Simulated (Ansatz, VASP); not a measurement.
**Al: VASP beside Ansatz**

Contents of INCAR:

```
SYSTEM = Al
  ALGO = Fast
  EDIFF = 1E-7
  ENCUT = 520
  GGA = PE
  ISIF = 2
  ISMEAR = 0
  LASPH = .TRUE.
  LCHARG = .FALSE.
  LREAL = .FALSE.
  LWAVE = .FALSE.
  NELM = 80
  PREC = Accurate
  SIGMA = 0.019000000000000003
```

File KPOINTS:

```
k-points
0
G
  11 11 11
  0 0 0
```

The input POSCAR:

```
Al
1.0
    0.0000000000      2.0248050000      2.0248050000
    2.0248050000      0.0000000000      2.0248050000
    2.0248050000      2.0248050000      0.0000000000
Al
1
Direct
    0.0000000000      0.0000000000      0.0000000000
```

Contents of input.yaml:

```yaml
crystal:
  lattice:
    - [0.0, 2.024805, 2.024805]
    - [2.024805, 0.0, 2.024805]
    - [2.024805, 2.024805, 0.0]
  atoms:
    - { symbol: Al, position: [0.0, 0.0, 0.0] }
hamiltonian:
  xc: pbe
  pseudopotentials: { kind: paw }
kpoints:
  mp_grid: { grid: [11, 11, 11] }
scf:
  occupations: { method: gaussian, width: 0.019 }
output:
  forces: true
  stress: true
  eigenvalues: true
```

Alike in both runs: task single point; functional PBE; k mesh 11 × 11 × 11; occupations gaussian, width 0.019 eV; no spin polarisation.

|  | VASP | Ansatz |
| --- | --- | --- |
| version | VASP 6.6.1 | Ansatz 0.2.0 |
| potentials or method | VASP PAW PBE potentials, release 64 (Al) | Ansatz PAW |
| plane-wave cutoff (eV) | 520 | 420 |
| valence electrons in the cell | 3 | 3 |

```tsv
	VASP	Ansatz	Ansatz less VASP
gap on the k mesh at the Fermi level (eV)	none	none	-
pressure (GPa)	-0.5	-0.5	+0.04
```

A gap of «none» marks a metal or a gap that the smearing closes.
